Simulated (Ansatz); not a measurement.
# What DFT gives for TiPbO$_{3}$

```
Pb Ti O
1.0
     4.02808    0.00000    0.00000
     0.00000    4.02808    0.00000
     0.00000    0.00000    4.02808
Pb Ti O
1 1 3
Cartesian
  0.0000 0.0000 0.0000
  2.0140 2.0140 2.0140
  0.0000 2.0140 2.0140
  2.0140 0.0000 2.0140
  2.0140 2.0140 0.0000
```

Single point in Ansatz 0.2.0 with PBE, no spin polarisation. Cutoff 420 eV, PAW datasets, 6×6×6 Γ-centred k mesh, fermi-dirac filling (width 0.0566 eV).

(1) Describe some of the short contacts.

(2) Is there a gap, and of what kind?

(3) Is the cell too large or too small?

(4) Give the Bader charges.

(5) What is the formation energy?

Origin: a database entry at a rescaled volume. Caveats: no spin-orbit coupling, which can shift this gap by tenths of an eV.

## Answers

(1) Ti–O at 2.01 Å: least valence density 0.61 e/Å³ and ELF 0.20 there. Pb–O at 2.85 Å: least valence density 0.15 e/Å³ and ELF 0.10 there, a closed-shell (ionic or weak) contact. Both are smooth PAW fields, read partly inside the augmentation spheres.

(2) The gap is 1.69 eV, indirect (the least direct gap found is 1.70 eV).

(3) The pressure is -7.2 GPa (compression positive), so with the atoms held at these fractions the cell would first shrink.

(4) Bader charges in e: Ti +2.24, Pb +1.39, O -1.21. In the mean Ti gives up most and O takes most.

(5) -2.26 eV an atom against the elements' usual phases (free molecules for gases, crystals otherwise, with no correction for O₂ or N₂), so it is bound against them; other compounds may still compete. Relaxing would lower it.
